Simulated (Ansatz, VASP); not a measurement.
**TiC: VASP beside Ansatz**

```
Ti C
1.0
    -1.55618    1.55618    2.09047
     1.55618   -1.55618    2.09047
     1.55618    1.55618   -2.09047
Ti C
1 1
Direct
  0.92837 0.92837 0.00000
  0.57163 0.57163 0.00000
```

Alike in both runs: task relaxation of cell and atoms; functional PBE; k mesh 8 × 8 × 8; occupations gaussian, width 0.1 eV; no spin polarisation.

|  | VASP | Ansatz |
| --- | --- | --- |
| version | VASP 6.6.1 | Ansatz 0.2.0 |
| potentials or method | VASP PAW PBE potentials, release 64 (Ti_sv, C) | scalar-relativistic, plane waves, PAW |
| plane-wave cutoff (eV) | 600 | 420 |
| valence electrons in the cell | 16 | 16 |

|  | VASP | Ansatz | Ansatz less VASP |
| --- | --- | --- | --- |
| gap on the k mesh at the Fermi level, each at its own relaxed structure (eV) | none | none | - |
| relaxed volume (Å³/atom) | 10.17 | 10.17 | +0.002 |
| relaxed cell length with the largest relative difference (Å) | 3.064 | 3.064 | 0.0000 |
| energy change over the relaxation (meV/atom) | -1904 | -1864 | +40.4 |

A gap of «none» marks a metal or a gap that the smearing closes.
